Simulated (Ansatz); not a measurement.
Runs of Ansatz 0.2.0 on BP. It takes space group F-43m (No. 216, cubic). Conventional cell: a = 4.538 Å, b = 4.538 Å, c = 4.538 Å, α = 90.00°, β = 90.00°, γ = 90.00°. Around P (site symmetry -43m) lie 4 B at 1.97 Å. B (site symmetry -43m) is surrounded by 4 P at 1.97 Å. 

```tsv
task	level	k mesh	cutoff (eV)	points for each segment of the path	mesh quality	gap on the mesh (eV)	pressure (GPa)	V0 of scaled cells (Å³/atom)	B0 (GPa)
equation of state	HISS	5 × 5 × 5	420	-	coarse	-	-	11.48	182
equation of state	revPBE0	5 × 5 × 5	420	-	coarse	-	-	11.70	(b)
equation of state	r2SCAN	10 × 10 × 10	500	-	not flagged	-	-	11.67	(a)
band structure	HISS	6 × 6 × 6	420	4	not flagged	2.46	-3.3	-	-
band structure	revPBE0	6 × 6 × 6	420	4	not flagged	(c)	0.1	-	-
```

Alike in all rows: potentials or basis Ansatz PAW; no spin polarisation; cell as given; smearing fermi-dirac 0.05 eV.

Problem. Estimate the missing entries.

Solution. (a) 169; (b) 171; (c) 2.77.

Caveats: some runs use coarse meshes; the PAW data sets were made with another functional, which shifts forces and pressure a little (some runs); the k mesh misses the band edges, so the gap on the mesh is wider than the one along the path (some runs); the PAW data sets come from PBE, with cores solved anew for the run's functional, which leaves a small shift of forces and pressure (some runs); the thresholds are loose for stress (some runs); the potentials were made for another functional, which shifts forces and pressure (some runs).
